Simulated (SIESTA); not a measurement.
The system is As.

```xyz
2
Lattice="1.8808 1.0859 3.5141 -1.8808 1.0859 3.5141 0.0000 -2.1718 3.5141" Properties=species:S:1:pos:R:3 pbc="T T T"
As    0.0000    0.0000    2.3825
As    0.0000    0.0000    8.1597
```

Base run:

| Property | Result |
| --- | --- |
| Program | SIESTA 5.4.2 |
| Functional | RPBE |
| Potentials or basis | PseudoDojo 0.4 standard (PBE files) |
| Basis | DZP (energy shift 0.003 Ry; two zetas on semicore shells) |
| Grid cutoff | 500 Ry |
| Energy shift | 0.003 Ry |
| k mesh | 9 × 9 × 9 |
| Occupations | fermi-dirac, width 0.05 eV |
| Spin | no spin polarisation |

Its results: band gap on the k mesh none (metal or under the smearing width); pressure 8.2 GPa; largest force 0.942 eV/Å.

Task: The run is repeated on the same cell with these changes: functional from RPBE to BLYP. What comes out?

Result: Band gap on the k mesh none (metal or under the smearing width); pressure 10.9 GPa; largest force 0.829 eV/Å.

Caveats: the potentials were made for another functional, which shifts forces and pressure; the basis of atomic orbitals isn't converged, which shifts pressures, moduli and gaps.
